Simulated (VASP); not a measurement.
Here is a VASP 6.6.1 calculation.

INCAR

```
PREC = Accurate ; ENCUT = 500
EDIFF = 1E-6 ; ISMEAR = 0
SIGMA = 0.01 ; LREAL = F
LASPH = T ; NELM = 120
ALGO = Normal ; ISIF = 2
LWAVE = F ; LCHARG = F
GGA = PE ; NBANDS = 15
GGA_COMPAT = F
```

Contents of KPOINTS:

```
Automatic mesh
0
Gamma
  4 4 4
```

Contents of POSCAR:

```
KI
1.0
    0.0000000000      3.5327750000      3.5327750000
    3.5327750000      0.0000000000      3.5327750000
    3.5327750000      3.5327750000      0.0000000000
K I
1 1
Direct
    0.0000000000      0.0000000000      0.0000000000
    0.5000000000      0.5000000000      0.5000000000
```

Potentials or basis: VASP PAW PBE potentials, release 64 (K_sv, I).

Launch:

```bash
$ cat potpaw_PBE.64/K_sv/POTCAR potpaw_PBE.64/I/POTCAR > POTCAR
$ mpirun -np 1 vasp_std > vasp.out
```

Q: What does it give for the pressure?

A: 0.6 GPa.

Q: Predict the band gap on the k mesh.

A: 3.96 eV, direct.

Caveat: spin-orbit coupling is left out, which moves the levels of the heavy elements.

**What was measured.**

A printed reference work, monograph reports, for a bulk crystal of KI: band gap 6.32 eV.

A measured gap of KI is 6.32 eV (a printed reference work, monograph); the calculated 3.96 eV misses it by -2.36 eV. Spin-orbit coupling on I is left out. The value is that of PBE, without temperature or zero-point motion. Semilocal functionals fall short of measured gaps as a rule.
